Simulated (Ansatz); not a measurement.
The system is Si.

```
Si
1.0
     0.00000    2.72185    2.72185
     2.72185    0.00000    2.72185
     2.72185    2.72185    0.00000
Si
2
Direct
  0.50000 0.50000 0.50000
  0.75000 0.75000 0.75000
```

Program: Ansatz 0.2.0. Alike in all runs: task band structure; potentials or basis Ansatz PAW; no spin polarisation; cell as given.

Task: Order these runs on this cell by their band gap on the k mesh, lowest first.
A. level HSE06; k mesh 4 × 4 × 4; cutoff (eV) 420; smearing fermi-dirac 0.05 eV; points for each segment of the path 4; mesh quality coarse
B. level PBE0; k mesh 6 × 6 × 6; cutoff (eV) 420; smearing fixed; level pbe0; run kind scf; mesh quality not flagged
C. level r2SCAN50; k mesh 4 × 4 × 4; cutoff (eV) 500; smearing fermi-dirac 0.05 eV; points for each segment of the path 4; mesh quality coarse
D. level PBE-EpsX; k mesh 5 × 5 × 5; cutoff (eV) 420; smearing fermi-dirac 0.05 eV; points for each segment of the path 4; mesh quality not flagged
E. level revPBE; k mesh 8 × 8 × 8; cutoff (eV) 420; smearing fermi-dirac 0.05 eV; points for each segment of the path 14; mesh quality not flagged

Result: E (0.67 eV), D (0.96 eV), A (1.33 eV), B (1.95 eV), C (3.33 eV).

Caveats: some runs use coarse meshes; the k mesh misses the band edges, so the gap on the mesh is wider than the one along the path (some runs).

Not every run made on this cell is shown here.
